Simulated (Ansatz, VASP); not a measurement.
This is a calculation of Al for Ansatz 0.2.0.

Contents of input.yaml:

```yaml
crystal:
  lattice:
    - [-1.6121581793, 1.6121581793, 1.6121581793]
    - [1.6121581793, -1.6121581793, 1.6121581793]
    - [1.6121581793, 1.6121581793, -1.6121581793]
  atoms:
    - { symbol: Al, position: [0.0, 0.0, 0.0] }
hamiltonian:
  xc: pbe
  pseudopotentials: { kind: paw }
kpoints:
  mp_grid: { grid: [12, 12, 12] }
scf:
  occupations: { method: fermi_dirac, width: 0.05 }
output:
  forces: true
  stress: true
  eigenvalues: true
```

Potentials or basis: Ansatz PAW.

Run with:

```sh
$ ansatz run input.yaml --threads 1 --pin off --max-ram 3584MiB --backend cpu --events-out ev --progress --plain --runs-dir out
```

**Question.** Translate it to VASP 6.6.1. Potentials there: VASP PAW PBE potentials, release 64 (Al).

**Answer.** As run (the cutoff follows the program's own potentials):

File INCAR:

```
ALGO     = Normal         # electronic algorithm
EDIFF    = 1E-7           # SCF threshold, eV
ENCUT    = 520            # plane-wave cutoff, eV
GGA      = PE             # functional
ISIF     = 2              # what is computed and relaxed
ISMEAR   = -1             # smearing method
LASPH    = True           # aspherical terms in the spheres
LCHARG   = False          # write CHGCAR
LREAL    = False          # projectors in reciprocal space
LWAVE    = False          # write WAVECAR
NBANDS   = 8              # bands
NELM     = 60             # most SCF steps
PREC     = Accurate       # precision mode
SIGMA    = 0.05           # smearing width, eV
```

KPOINTS

```
k-points
0
Gamma
  12 12 12
```

POSCAR

```
Al
1.0
   -1.6121581793      1.6121581793      1.6121581793
    1.6121581793     -1.6121581793      1.6121581793
    1.6121581793      1.6121581793     -1.6121581793
Al
1
Direct
    0.0000000000      0.0000000000      0.0000000000
```

Potentials or basis: VASP PAW PBE potentials, release 64 (Al).

Launch:

```console
$ cat potpaw_PBE.64/Al/POTCAR > POTCAR
$ mpirun -np 1 vasp_std > vasp.out
```

Both were run:

|  | VASP | Ansatz | Ansatz less VASP |
| --- | --- | --- | --- |
| gap on the k mesh at the Fermi level (eV) | none | none | - |
| pressure (GPa) | 0.7 | 0.7 | +0.02 |

A gap of «none» marks a metal or a gap that the smearing closes.
